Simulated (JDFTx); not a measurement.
Al under changes of volume

One of the cells (16.603 Å³/atom); the others are scaled copies at fixed shape and fractional positions:

```
Al
1.0
     0.00000    2.02481    2.02481
     2.02481    0.00000    2.02481
     2.02481    2.02481    0.00000
Al
1
Direct
  0.00000 0.00000 0.00000
```

* Program: JDFTx 1.7.0 (patched build)
* Functional: PBE
* Potentials or basis: PseudoDojo-SR-PBE-0.5-standard
* Cutoff: 544 eV
* Density cutoff: 2177 eV
* k mesh: 11 × 11 × 11
* Occupations: fermi-dirac, width 0.05 eV
* Spin: no spin polarisation

| volume (Å³/atom) | energy over the lowest point (meV/atom) | pressure (GPa) |
| --- | --- | --- |
| 15.607 | 11.95 | 4.8 |
| 15.939 | 4.14 | 2.8 |
| 16.271 | 0.29 | 1.0 |
| 16.603 | 0.00 | -0.7 |
| 16.935 | 2.90 | -2.1 |
| 17.267 | ? | ? |
| 17.599 | 16.96 | -4.6 |

What does the run at 17.267 Å³/atom give?

Energy over the lowest point 8.66 meV/atom; pressure -3.4 GPa.

Worked out: A Birch-Murnaghan fit of order 3 (a polynomial in V^(-2/3)) to the other rows has its minimum at 16.46 Å³/atom with B0 = V·E''(V) = 80 GPa and B' = 4.4. It gives 8.65 meV/atom at 17.267 Å³/atom, against the run's 8.66, and -dE/dV = -3.4 GPa, against -3.4.

Energies are extrapolated to zero smearing.
